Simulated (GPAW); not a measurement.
A run of GPAW 26.7.0 is set up as follows.

run.py

```python
from ase import Atoms
from ase.eos import EquationOfState
from ase.io import Trajectory
from ase.units import GPa
from gpaw import GPAW, PW

atoms = Atoms(['Ta'],
              cell=[[-1.65128, 1.65128, 1.65128],
                    [1.65128, -1.65128, 1.65128],
                    [1.65128, 1.65128, -1.65128]],
              scaled_positions=[[0.0, 0.0, 0.0]],
              pbc=True)

traj = Trajectory('eos.traj', 'w')
volumes, energies = [], []
for x in [0.94, 0.96, 0.98, 1.0, 1.02, 1.04, 1.06]:
    a = atoms.copy()
    a.set_cell(atoms.cell * x**(1 / 3), scale_atoms=True)
    calc = GPAW(mode=PW(600),
                xc='MGGA_X_R2SCAN+MGGA_C_R2SCAN',
                kpts={'size': (11, 11, 11), 'gamma': True},
                occupations={'name': 'fermi-dirac', 'width': 0.05},
                nbands=15,
                convergence={'density': 1e-05, 'energy': 1e-05},
                maxiter=150,
                txt=f'eos-{x:.2f}.txt')
    a.calc = calc
    energies.append(a.get_potential_energy(force_consistent=True))
    volumes.append(a.get_volume())
    p = -a.get_stress()[:3].mean() / GPa
    calc.write(f'eos-{x:.2f}.gpw')
    traj.write(a)
    print(f'{x:.2f} {volumes[-1]:10.4f} A^3 {energies[-1]:14.6f} eV {p:9.3f} GPa', flush=True)

v0, e0, B = EquationOfState(volumes, energies, eos='birchmurnaghan').fit()
print(f'V0 = {v0:.4f} A^3, E0 = {e0:.6f} eV, B0 = {B / GPa:.2f} GPa')
```

Potentials or basis: GPAW PAW data sets (gpaw-data 1.2.1), pw.

The run is started by

```sh
$ OMP_NUM_THREADS=1 python run.py
```

(1) Predict the equilibrium volume.

(2) Estimate the bulk modulus.

## Answers

(1) 18.12 Å³/atom (rough: see the caveat).

(2) 200 GPa (rough).

Caveat: the points scatter about the fit; the PAW data sets were made with another functional, which shifts forces and pressure a little.
